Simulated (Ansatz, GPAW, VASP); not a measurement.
# As: 3 runs at one level of theory

```
As
1.0
     1.88080    1.08588    3.51406
    -1.88080    1.08588    3.51406
     0.00000   -2.17176    3.51406
As
2
Direct
  0.22600 0.22600 0.22600
  0.77400 0.77400 0.77400
```

Alike in all runs: task single point; functional PBEsol; k mesh 9 × 9 × 9; occupations gaussian, width 0.02 eV; no spin polarisation; no spin-orbit coupling. Pressure is positive in compression and, in plane waves, holds the error of the finite cutoff.

| program and potentials | plane-wave cutoff (eV) | notes | pressure (GPa) | largest force (eV/Å) |
| --- | --- | --- | --- | --- |
| GPAW, PAW data sets generated for this functional | 600 | - | 0.52 | 0.428 |
| Ansatz, all-electron LAPW, scalar-relativistic | - | - | 0.31 | 0.370 |
| VASP, PBE PAW files As, 500 eV | 500 | potentials made for PBE | 0.71 | 0.443 |

Force on atom 1 (As), eV/Å:

```tsv
program and potentials	x	y	z
GPAW, PAW data sets generated for this functional	0.000	0.000	0.428
Ansatz, all-electron LAPW, scalar-relativistic	0.000	0.000	0.370
VASP, PBE PAW files As, 500 eV	0.000	0.000	0.443
```

The pressure spans 0.31 (Ansatz, all-electron LAPW, scalar-relativistic) to 0.71 GPa (VASP, PBE PAW files As, 500 eV), with all-electron results at 0.31.

The functional is the same throughout but for its coding, so the spread measures potentials, basis and numerics; runs on potential files found faulty are left out.
